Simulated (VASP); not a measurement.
# A VASP 6.6.1 single-point calculation on ZnS

INCAR

```
LCHARG = .FALSE.
IBRION = -1
ISIF = 2
NBANDS = 16
GGA = PE
LREAL = .FALSE.
SIGMA = 0.02
LASPH = .TRUE.
ENCUT = 520
LWAVE = .FALSE.
PREC = Accurate
EDIFF = 1E-7
ISMEAR = -1
NELM = 87
NSW = 0
ISYM = 0
```

KPOINTS

```
KPOINTS created by Atomic Simulation Environment
0
Gamma
4 4 4
0 0 0
```

POSCAR

```
Zn S
 1.0000000000000000
     0.0000000000000000    2.6940858314999998    2.7210266899000000
     2.6940858314999998    0.0000000000000000    2.7210266899000000
     2.6940858314999998    2.6940858314999998    0.0000000000000000
 Zn  S
   1   1
Cartesian
  0.0000000000000000  0.0000000000000000  0.0000000000000000
  1.3470429157499999  1.3470429157499999  1.3605133449500000
```

The recommended PBE PAW datasets give the neutral cell 18 valence electrons.

Command

```
mpirun -np 1 vasp_std
```

OSZICAR

```
N       E                     dE             d eps       ncg     rms          rms(c)
DAV:   1     0.888823045384E+02    0.88882E+02   -0.89009E+03  1152   0.135E+03
DAV:   2    -0.149660395957E+01   -0.90379E+02   -0.84307E+02  1352   0.256E+02
DAV:   3    -0.718409342792E+01   -0.56875E+01   -0.56672E+01  1456   0.626E+01
DAV:   4    -0.724258651516E+01   -0.58493E-01   -0.58482E-01  1456   0.672E+00
DAV:   5    -0.724331445150E+01   -0.72794E-03   -0.72792E-03  1416   0.701E-01    0.680E+00
DAV:   6    -0.682318356308E+01    0.42013E+00   -0.74749E-01  1800   0.298E+01    0.532E+00
DAV:   7    -0.680063497072E+01    0.22549E-01   -0.24850E-01  1352   0.446E+00    0.273E+00
DAV:   8    -0.680019708939E+01    0.43788E-03   -0.53756E-03  1544   0.881E-01    0.730E-01
DAV:   9    -0.680050512499E+01   -0.30804E-03   -0.13391E-03  1320   0.296E-01    0.970E-02
DAV:  10    -0.680069590680E+01   -0.19078E-03   -0.27810E-04  1360   0.143E-01    0.453E-02
DAV:  11    -0.680068227627E+01    0.13631E-04   -0.42904E-05  1368   0.788E-02    0.101E-02
DAV:  12    -0.680068294987E+01   -0.67359E-06   -0.48047E-06  1384   0.200E-02    0.588E-03
DAV:  13    -0.680068316411E+01   -0.21425E-06   -0.79044E-07  1456   0.679E-03    0.295E-03
DAV:  14    -0.680068314448E+01    0.19633E-07   -0.40923E-08  1112   0.350E-03
   1 F= -.68006831E+01 E0= -.68006831E+01  d E =-.173288E-11
```

From OUTCAR

```
k-points           NKPTS =     36   k-points in BZ     NKDIM =     36   number of bands    NBANDS=     16

   NELECT =      18.0000    total number of electrons

   dimension x,y,z NGX =    28 NGY =   28 NGZ =   28
   dimension x,y,z NGXF=    56 NGYF=   56 NGZF=   56

  energy-cutoff  :      520.00
  volume of cell :       39.50
      direct lattice vectors                 reciprocal lattice vectors
     0.000000000  2.694085831  2.721026690    -0.185591711  0.185591711  0.183754170
     2.694085831  0.000000000  2.721026690     0.185591711 -0.185591711  0.183754170
     2.694085831  2.694085831  0.000000000     0.185591711  0.185591711 -0.183754170

 k-points in reciprocal lattice and weights: KPOINTS created by Atomic Simulation Env
   0.00000000  0.00000000  0.00000000       0.016
   0.25000000  0.00000000  0.00000000       0.031
   0.00000000  0.00000000 -0.25000000       0.031
   0.00000000  0.25000000  0.00000000       0.031
   0.25000000  0.25000000  0.25000000       0.031
   0.50000000  0.00000000  0.00000000       0.016
  -0.00000000 -0.00000000  0.50000000       0.016
   0.00000000  0.50000000  0.00000000       0.016
   ...

 E-fermi :   2.6069

 k-point     1 :       0.0000    0.0000    0.0000
  band No.  band energies     occupation
      1     -11.0094      2.00000
      2      -4.2385      2.00000
      3      -4.2324      2.00000
      4      -4.2324      2.00000
      5      -3.7422      2.00000
      6      -3.7394      2.00000
      7       2.0975      2.00000
      8       2.1331      2.00000
      9       2.1331      2.00000
     10       4.2209      0.00000
     11       8.5019      0.00000
     12       8.5024      0.00000
     13       8.5024      0.00000
     14      13.7795      0.00000
     15      13.9534      0.00000
     16      13.9806      0.00000

 k-point     2 :       0.2500    0.0000    0.0000
  band No.  band energies     occupation
      1     -10.5873      2.00000
      2      -4.1856      2.00000
      3      -4.1700      2.00000
      4      -4.1649      2.00000
      5      -3.7391      2.00000
      6      -3.7391      2.00000
      7      -0.7171      2.00000
      8       1.6325      2.00000
      9       1.6729      2.00000
     10       5.5825      0.00000
     11       9.0313      0.00000
     12       9.1285      0.00000
     13       9.1472      0.00000
     14      13.0533      0.00000
     15      13.1041      0.00000
     16      14.3185      0.00000

 k-point     3 :       0.0000    0.0000   -0.2500
  band No.  band energies     occupation
      1     -10.5873      2.00000
      2      -4.1856      2.00000
      3      -4.1700      2.00000
      4      -4.1649      2.00000
      5      -3.7391      2.00000
      6      -3.7391      2.00000
      7      -0.7171      2.00000
      8       1.6325      2.00000
      9       1.6729      2.00000
     10       5.5825      0.00000
     11       9.0313      0.00000
     12       9.1285      0.00000
     13       9.1472      0.00000
     14      13.0533      0.00000
     15      13.1041      0.00000
     16      14.3185      0.00000

 ...

  Total        0.5195608      0.5195632      0.4190768      0.0000280      0.0000220      0.0000190
  in kB       21.0746935     21.0747936     16.9988102      0.0011369      0.0008935      0.0007695
  external PRESSURE =      19.7160991 kB  Pullay stress =       0.0000000 kB

 POSITION                                       TOTAL-FORCE (eV/Angst)
 -----------------------------------------------------------------------------------
      0.00000      0.00000      0.00000        -0.000025     -0.000025     -0.000026
      1.34704      1.34704      1.36051         0.000025      0.000025      0.000026
 -----------------------------------------------------------------------------------
    total drift:                               -0.000010     -0.000009     -0.000009

  FREE ENERGIE OF THE ION-ELECTRON SYSTEM (eV)
  ---------------------------------------------------
  free  energy   TOTEN  =        -6.8006831445 eV

  energy  without entropy=       -6.8006831445  energy(sigma->0) =       -6.80068314
```

It converged. Results: gap between bands v and c on the k mesh 2.09 eV; least direct gap on the k mesh 2.09 eV; pressure 2.0 GPa. Band v is the last that the valence electrons fill when counted band by band, and c is the next.

These settings aren't sound, so the numbers aren't properties of the crystal.

On sound settings PBE gives a gap of 2.10 eV on its mesh and a pressure of 1.7 GPa for the intended cell.

The run took about 17 s on one core of a shared host (Intel Xeon Platinum 8488C) and held 0.16 GiB at most.
